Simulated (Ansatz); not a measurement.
## Ge under changes of volume

One of the cells (22.639 Å³/atom); the others are scaled copies at fixed shape and fractional positions:

```
Ge
1.0
     0.00000    2.82891    2.82891
     2.82891    0.00000    2.82891
     2.82891    2.82891    0.00000
Ge
2
Direct
  0.75000 0.75000 0.75000
  0.50000 0.50000 0.50000
```

- Program: Ansatz 0.2.0
- Functional: rPW86-PBE
- Potentials or basis: Ansatz PAW
- Cutoff: 420 eV (not typed: the program's choice for these potentials)
- k mesh: 8 × 8 × 8
- Occupations: fermi-dirac, width 0.05 eV
- Spin: no spin polarisation

```tsv
volume (Å³/atom)	energy over the lowest point (meV/atom)	pressure (GPa)
21.281	119.12	12.5
21.733	86.99	10.3
22.186	?	?
22.639	38.93	6.8
23.092	21.97	5.3
23.545	9.14	3.9
23.997	0.00	2.6
```

**Question.** What does the run at 22.186 Å³/atom give?

**Answer.** Energy over the lowest point 60.51 meV/atom; pressure 8.5 GPa.

Worked out: A Birch-Murnaghan fit of order 3 (a polynomial in V^(-2/3)) to the other rows has no minimum within the range. It gives 60.42 meV/atom at 22.186 Å³/atom, against the run's 60.51, and -dE/dV = 8.5 GPa, against 8.5.

Energies are extrapolated to zero smearing.

Caveats: the PAW data sets come from PBE, with cores solved anew for the run's functional, which leaves a small shift of forces and pressure.
